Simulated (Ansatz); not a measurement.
A relaxation computed with Ansatz, from input to last step.

```yaml
crystal:
  lattice:
    - [4.9843354881, 0.0, 0.0]
    - [0.0, 4.9843354881, 0.0]
    - [0.0, 0.0, 6.9608101946]
  atoms:
    - { symbol: Si, position: [0.0, 0.0, 0.0] }
    - { symbol: Si, position: [0.0, 0.5, 0.25] }
    - { symbol: Si, position: [0.5, 0.5, 0.5] }
    - { symbol: Si, position: [0.5, 0.0, 0.75] }
    - { symbol: O, position: [0.1018662976, 0.25, 0.125] }
    - { symbol: O, position: [0.25, 0.6018662976, 0.375] }
    - { symbol: O, position: [0.75, 0.3981337024, 0.375] }
    - { symbol: O, position: [0.8981337024, 0.75, 0.125] }
    - { symbol: O, position: [0.6018662976, 0.75, 0.625] }
    - { symbol: O, position: [0.75, 0.1018662976, 0.875] }
    - { symbol: O, position: [0.25, 0.8981337024, 0.875] }
    - { symbol: O, position: [0.3981337024, 0.25, 0.625] }
basis:
  ecutwfc: 420
kpoints:
  mp_grid: { grid: [6, 6, 4] }
hamiltonian:
  xc: lda
scf:
  occupations: { method: gaussian, width: 0.02 }
output:
  forces: true
  stress: true
  eigenvalues: true
relax:
  adjacent_minimum: "off"
  f_tol: 0.008
  max_steps: 40
  cell: { stress_tol: 0.015, fix: [c, angles] }
```

```bash
ansatz run input.yaml --threads 1 --pin off --max-ram 2560MiB --backend cpu --events-out ev --progress --plain --runs-dir out
```

These are results of DFT LDA, scalar-relativistic, plane waves, PAW in Ansatz, not measurements.

Of 8 frames 7 are shown, positions in Å and forces in eV/Å; the SCF threshold varies from step to step. Steps run on the plane waves of an earlier cell, with a Pulay correction in the pressure. The basis is chosen afresh for the last frame, the zero of the energies, and at times for earlier ones too; energy and pressure step there, also at an unchanged geometry.

```xyz
12
Lattice="4.9843 0.0000 0.0000 0.0000 4.9843 0.0000 0.0000 0.0000 6.9608" Properties=species:S:1:pos:R:3:forces:R:3 pbc="T T T" step=1 free_energy_over_end_meV_per_atom=0.46 pressure_GPa=2.27
Si    0.0000    0.0000    0.0000    0.0000    0.0000    0.0000
Si    0.0000    2.4922    1.7402    0.0000    0.0000    0.0000
Si    2.4922    2.4922    3.4804    0.0000    0.0000    0.0000
Si    2.4922    0.0000    5.2206    0.0000    0.0000    0.0000
O     0.5077    1.2461    0.8701    0.0980    0.0000    0.0000
O     1.2461    2.9999    2.6103    0.0000    0.0980    0.0000
O     3.7383    1.9844    2.6103    0.0000   -0.0980    0.0000
O     4.4766    3.7383    0.8701   -0.0980    0.0000    0.0000
O     2.9999    3.7383    4.3505    0.0980    0.0000    0.0000
O     3.7383    0.5077    6.0907    0.0000    0.0980    0.0000
O     1.2461    4.4766    6.0907    0.0000   -0.0980    0.0000
O     1.9844    1.2461    4.3505   -0.0980    0.0000    0.0000
12
Lattice="4.9924 0.0000 0.0000 0.0000 4.9924 0.0000 0.0000 0.0000 6.9608" Properties=species:S:1:pos:R:3:forces:R:3 pbc="T T T" step=2 free_energy_over_end_meV_per_atom=0.38 pressure_GPa=1.70
Si    0.0000    0.0000    0.0000    0.0000    0.0000    0.0000
Si    0.0000    2.4962    1.7402    0.0000    0.0000    0.0000
Si    2.4962    2.4962    3.4804    0.0000    0.0000    0.0000
Si    2.4962    0.0000    5.2206    0.0000    0.0000    0.0000
O     0.5082    1.2481    0.8701    0.0596    0.0000    0.0000
O     1.2481    3.0043    2.6103    0.0000    0.0596    0.0000
O     3.7443    1.9880    2.6103    0.0000   -0.0596    0.0000
O     4.4842    3.7443    0.8701   -0.0596    0.0000    0.0000
O     3.0043    3.7443    4.3505    0.0596    0.0000    0.0000
O     3.7443    0.5082    6.0907    0.0000    0.0596    0.0000
O     1.2481    4.4842    6.0907    0.0000   -0.0596    0.0000
O     1.9880    1.2481    4.3505   -0.0596    0.0000    0.0000
12
Lattice="5.0018 0.0000 0.0000 0.0000 5.0018 0.0000 0.0000 0.0000 6.9608" Properties=species:S:1:pos:R:3:forces:R:3 pbc="T T T" step=3 free_energy_over_end_meV_per_atom=0.49 pressure_GPa=0.99
Si    0.0000    0.0000    0.0000    0.0000    0.0000    0.0000
Si    0.0000    2.5009    1.7402    0.0000    0.0000    0.0000
Si    2.5009    2.5009    3.4804    0.0000    0.0000    0.0000
Si    2.5009    0.0000    5.2206    0.0000    0.0000    0.0000
O     0.5092    1.2504    0.8701    0.0116    0.0000    0.0000
O     1.2504    3.0100    2.6103    0.0000    0.0116    0.0000
O     3.7513    1.9917    2.6103    0.0000   -0.0116    0.0000
O     4.4926    3.7513    0.8701   -0.0116    0.0000    0.0000
O     3.0100    3.7513    4.3505    0.0116    0.0000    0.0000
O     3.7513    0.5092    6.0907    0.0000    0.0116    0.0000
O     1.2504    4.4926    6.0907    0.0000   -0.0116    0.0000
O     1.9917    1.2504    4.3505   -0.0116    0.0000    0.0000
12
Lattice="4.9952 0.0000 0.0000 0.0000 4.9952 0.0000 0.0000 0.0000 6.9608" Properties=species:S:1:pos:R:3:forces:R:3 pbc="T T T" step=4 free_energy_over_end_meV_per_atom=0.29 pressure_GPa=0.96
Si    0.0000    0.0000    0.0000    0.0000    0.0000    0.0000
Si    0.0000    2.4976    1.7402    0.0000    0.0000    0.0000
Si    2.4976    2.4976    3.4804    0.0000    0.0000    0.0000
Si    2.4976    0.0000    5.2206    0.0000    0.0000    0.0000
O     0.5144    1.2488    0.8701    0.0034    0.0000    0.0000
O     1.2488    3.0120    2.6103    0.0000    0.0034    0.0000
O     3.7464    1.9832    2.6103    0.0000   -0.0034    0.0000
O     4.4808    3.7464    0.8701   -0.0034    0.0000    0.0000
O     3.0120    3.7464    4.3505    0.0034    0.0000    0.0000
O     3.7464    0.5144    6.0907    0.0000    0.0034    0.0000
O     1.2488    4.4808    6.0907    0.0000   -0.0034    0.0000
O     1.9832    1.2488    4.3505   -0.0034    0.0000    0.0000
12
Lattice="4.9913 0.0000 0.0000 0.0000 4.9913 0.0000 0.0000 0.0000 6.9608" Properties=species:S:1:pos:R:3:forces:R:3 pbc="T T T" step=5 free_energy_over_end_meV_per_atom=0.19 pressure_GPa=0.96
Si    0.0000    0.0000    0.0000    0.0000    0.0000    0.0000
Si    0.0000    2.4957    1.7402    0.0000    0.0000    0.0000
Si    2.4957    2.4957    3.4804    0.0000    0.0000    0.0000
Si    2.4957    0.0000    5.2206    0.0000    0.0000    0.0000
O     0.5173    1.2478    0.8701   -0.0002    0.0000    0.0000
O     1.2478    3.0129    2.6103    0.0000   -0.0002    0.0000
O     3.7435    1.9784    2.6103    0.0000    0.0002    0.0000
O     4.4740    3.7435    0.8701    0.0002    0.0000    0.0000
O     3.0129    3.7435    4.3505   -0.0002    0.0000    0.0000
O     3.7435    0.5173    6.0907    0.0000   -0.0002    0.0000
O     1.2478    4.4740    6.0907    0.0000    0.0002    0.0000
O     1.9784    1.2478    4.3505    0.0002    0.0000    0.0000
12
Lattice="4.9913 0.0000 0.0000 0.0000 4.9913 0.0000 0.0000 0.0000 6.9608" Properties=species:S:1:pos:R:3:forces:R:3 pbc="T T T" step=6 free_energy_over_end_meV_per_atom=0.00 pressure_GPa=0.98
Si    0.0000    0.0000    0.0000    0.0000    0.0000    0.0000
Si    0.0000    2.4957    1.7402    0.0000    0.0000    0.0000
Si    2.4957    2.4957    3.4804    0.0000    0.0000    0.0000
Si    2.4957    0.0000    5.2206    0.0000    0.0000    0.0000
O     0.5173    1.2478    0.8701   -0.0002    0.0000    0.0000
O     1.2478    3.0129    2.6103    0.0000   -0.0002    0.0000
O     3.7435    1.9784    2.6103    0.0000    0.0002    0.0000
O     4.4740    3.7435    0.8701    0.0002    0.0000    0.0000
O     3.0129    3.7435    4.3505   -0.0002    0.0000    0.0000
O     3.7435    0.5173    6.0907    0.0000   -0.0002    0.0000
O     1.2478    4.4740    6.0907    0.0000    0.0002    0.0000
O     1.9784    1.2478    4.3505    0.0002    0.0000    0.0000
12
Lattice="4.9927 0.0000 0.0000 0.0000 4.9927 0.0000 0.0000 0.0000 6.9608" Properties=species:S:1:pos:R:3:forces:R:3 pbc="T T T" step=8 free_energy_over_end_meV_per_atom=0.00 pressure_GPa=0.97
Si    0.0000    0.0000    0.0000    0.0000    0.0000    0.0000
Si    0.0000    2.4963    1.7402    0.0000    0.0000    0.0000
Si    2.4963    2.4963    3.4804    0.0000    0.0000    0.0000
Si    2.4963    0.0000    5.2206    0.0000    0.0000    0.0000
O     0.5164    1.2482    0.8701    0.0000    0.0000    0.0000
O     1.2482    3.0128    2.6103    0.0000    0.0000    0.0000
O     3.7445    1.9799    2.6103    0.0000    0.0000    0.0000
O     4.4763    3.7445    0.8701    0.0000    0.0000    0.0000
O     3.0128    3.7445    4.3505    0.0000    0.0000    0.0000
O     3.7445    0.5164    6.0907    0.0000    0.0000    0.0000
O     1.2482    4.4763    6.0907    0.0000    0.0000    0.0000
O     1.9799    1.2482    4.3505    0.0000    0.0000    0.0000
```

The run took 4.5 min on 1 thread of Intel(R) Xeon(R) Processor @ 2.50GHz (Skylake/Cascade Lake), on a shared host, peak memory 0.47 GiB.